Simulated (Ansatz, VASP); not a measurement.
# One calculation of Co, two programs

Contents of INCAR:

```
  PREC = Accurate
  ENCUT = 520
  EDIFF = 1E-6
  ISMEAR = -1
  SIGMA = 0.05
  LREAL = F
  LASPH = T
  NELM = 150
  ALGO = Normal
  ISIF = 2
  LWAVE = F
  LCHARG = T
  ISPIN = 2
  MAGMOM = 1.558 1.558
  LORBIT = 11
  LMAXMIX = 4
  GGA = CA
  LELF = T
  LVHAR = T
  NBANDS = 20
```

KPOINTS

```
Automatic mesh
0
Gamma
  4 4 2
```

File POSCAR:

```
Co
1.0
    2.4273810165      0.0000000000      0.0000000000
   -1.2136905082      2.1021736250      0.0000000000
    0.0000000000      0.0000000000      3.9230481332
Co
2
Direct
    0.3333333333      0.6666666667      0.2500000000
    0.6666666667      0.3333333333      0.7500000000
```

Input for Ansatz:

```yaml
crystal:
  lattice:
    - [2.4273810165, 0.0, 0.0]
    - [-1.2136905082, 2.102173625, 0.0]
    - [0.0, 0.0, 3.9230481332]
  atoms:
    - { symbol: Co, position: [0.3333333333, 0.6666666667, 0.25], spin: 1.558 }
    - { symbol: Co, position: [0.6666666667, 0.3333333333, 0.75], spin: 1.558 }
hamiltonian:
  xc: lda
  pseudopotentials:
    kind: paw
    azcp:
      Co: "pseudopotentials/Co.paw.azcp"
basis:
  ecutwfc: 420
  fft_grid_basis: typed
kpoints:
  mp_grid: { grid: [4, 4, 2], shift: [0, 0, 0] }
magnetization:
  spin_polarized: true
scf:
  occupations: { method: fermi_dirac, width: 0.05 }
  lower_state_search: "off"
output:
  stress: true
```

Alike in both runs: task single point; functional LDA; k mesh 4 × 4 × 2; occupations fermi-dirac, width 0.05 eV; collinear spin.

|  | VASP | Ansatz |
| --- | --- | --- |
| version | VASP 6.6.1 | Ansatz 0.2.0 |
| potentials or method | VASP PAW LDA potentials, release 64 (Co) | plane waves (420 eV) with PAW, scalar-relativistic |
| plane-wave cutoff (eV) | 520 | 420 |
| valence electrons in the cell | 18 | 34 |

|  | VASP | Ansatz | Ansatz less VASP |
| --- | --- | --- | --- |
| pressure (GPa) | -4.6 | 3.2 | +7.84 |
| largest component of the traceless stress (GPa) | 0.66 | 1.36 | +0.693 |
| net moment per atom (μB) | 1.23 | 1.66 | +0.433 |
| size of the moment on the site where the two differ most (μB) | 1.21 | 1.67 | +0.461 |

The net moments differ so much that the two runs ended in different magnetic states, which moves the other rows too. Site moments also hang on the region over which each program counts them. The two sets of potentials don't hold the same shells in valence. Ansatz warned: «pseudo_functional_mismatch».

Caveats: the k mesh is coarse (spacing up to 0.80 Å⁻¹), so the values aren't converged.
